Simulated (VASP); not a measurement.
ZnS (Wurtzite-2H):

```
CELL_PARAMETERS angstrom
3.81100 0.00000 0.00000
-1.90550 3.30042 0.00000
0.00000 0.00000 6.23400
ATOMIC_POSITIONS crystal
Zn 0.66667 0.33333 0.50000
Zn 0.33333 0.66667 0.00000
S 0.66667 0.33333 0.88500
S 0.33333 0.66667 0.38500
```

| Item | Value |
| --- | --- |
| Program | VASP 6.6.1 |
| Task | relaxation of cell and atoms |
| Functional | PBEsol |
| Dispersion | D4 |
| Potentials or basis | VASP PAW PBE potentials, release 64 (Zn, S) |
| Cutoff | 600 eV |
| k mesh | 8 × 8 × 5 |
| Occupations | fermi-dirac, width 0.05 eV |
| Spin | no spin polarisation |

At the start: pressure -2.5 GPa; volume 19.60 Å³/atom.

How do energy, volume and symmetry change on relaxing?

Over 12 steps the energy falls by 10.9 meV/atom and the volume is 18.94 Å³/atom (-3.4 %); space group P6_3mc (No. 186, to 0.05 Å).

Step by step:
| step | energy change (eV) | largest force (eV/Å) | pressure (GPa) | volume (Å³) |
| --- | --- | --- | --- | --- |
| 1 | 0.0000 | 0.3072 | -2.49 | 78.41 |
| 2 | -0.0357 | 0.1273 | 0.77 | 75.01 |
| 3 | -0.0363 | 0.1524 | 0.39 | 75.35 |
| 4 | -0.0402 | 0.0521 | 0.10 | 75.62 |
| 5 | -0.0408 | 0.0098 | 0.03 | 75.74 |
| 6 | -0.0429 | 0.0215 | -0.18 | 75.88 |
| 7 | -0.0432 | 0.0284 | -0.31 | 75.97 |
| 8 | -0.0432 | 0.0264 | -0.23 | 75.95 |
| 9 | -0.0436 | 0.0087 | 0.07 | 75.64 |
| 10 | -0.0436 | 0.0107 | 0.02 | 75.67 |
| 11 | -0.0436 | 0.0097 | 0.07 | 75.66 |
| 12 | -0.0436 | 0.0002 | -0.05 | 75.77 |

Final structure:
```xyz
4
Lattice="3.7634 0.0000 0.0000 -1.8817 3.2592 0.0000 0.0000 0.0000 6.1772" Properties=species:S:1:pos:R:3 pbc="T T T"
Zn    1.8817    1.0864    3.1223
Zn    0.0000    2.1728    0.0337
S     1.8817    1.0864    5.4331
S     0.0000    2.1728    2.3445
```

Caveat: the PAW data sets were made with another functional, which shifts forces and pressure a little.
